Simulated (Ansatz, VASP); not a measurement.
One calculation of H2, two programs

```
H
1.0
    10.00000    0.00000    0.00000
     0.00000   10.30000    0.00000
     0.00000    0.00000   10.60000
H
2
Direct
  0.50000 0.48544 0.43679
  0.50000 0.48544 0.50660
```

Alike in both runs: task relaxation of the atoms; functional LDA; k mesh 1 × 1 × 1; occupations gaussian, width 0.01 eV; no spin polarisation.

|  | VASP | Ansatz |
| --- | --- | --- |
| version | VASP 6.6.1 | Ansatz 0.2.0 |
| potentials or method | VASP PAW LDA potentials, release 64 (H) | scalar-relativistic, plane waves, PAW |
| plane-wave cutoff (eV) | 520 | 420 |
| valence electrons in the cell | 2 | 2 |

VASP gave:

| Item | Value |
| --- | --- |
| gap on the k mesh at the Fermi level, each at its own relaxed structure (eV) | 10.01 |
| energy change over the relaxation (meV/atom) | -6 |

**Question.** Which values does Ansatz return?

**Answer.** gap on the k mesh at the Fermi level, each at its own relaxed structure (eV): 9.99; energy change over the relaxation (meV/atom): -5.

As with any semilocal functional, this LDA gap is likely too small.
